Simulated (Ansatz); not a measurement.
AlP (F-43m): energy against volume by PBE and RPA

```
CELL_PARAMETERS angstrom
0.00000 2.73150 2.73150
2.73150 0.00000 2.73150
2.73150 2.73150 0.00000
ATOMIC_POSITIONS crystal
Al 0.00000 0.00000 0.00000
P 0.25000 0.25000 0.25000
```

RPA total energy on PBE orbitals, norm-conserving pseudopotentials (Ansatz); 4×4×4 mesh, wave cutoff 599 eV, correlation extrapolated to infinite response cutoff from cutoffs up to 250 eV, 8 electrons, all correlated, long-wavelength term: neglected, core-valence exchange-correlation kept as a semilocal term.

Energies and volumes of the whole cell, energies counted from the given cell:

| V/V_given | V (Å³) | PBE (meV) | Hartree-Fock expression on these orbitals (meV) | RPA (meV) |
| --- | --- | --- | --- | --- |
| 0.92 | 37.50 | 136 | 132 | 61 |
| 0.96 | 39.13 | 45 | 40 | 8 |
| 1.00 | 40.76 | 0 | 0 | 0 |
| 1.04 | 42.39 | -7 | 4 | 29 |
| 1.08 | 44.02 | 16 | 43 | 87 |

Task: Fit third-order Birch-Murnaghan curves. Where are the minima?

Result: PBE: V0 = 20.96 Å³ an atom (lattice constants +0.9 % against the given cell), B0 = 82 GPa; Hartree-Fock expression on these orbitals: V0 = 20.71 Å³ an atom (lattice constants +0.5 % against the given cell), B0 = 101 GPa; RPA: V0 = 20.13 Å³ an atom (lattice constants -0.4 % against the given cell), B0 = 94 GPa. The RPA points scatter about the fit by some 0.3 meV, so its minimum and above all its modulus are rough.

With norm-conserving pseudopotentials the core–valence exchange is only approximate, which can shift gaps by tenths of an eV and RPA lattice constants by most of a per cent. The mesh is coarse, so these are values at the stated settings, not converged ones.
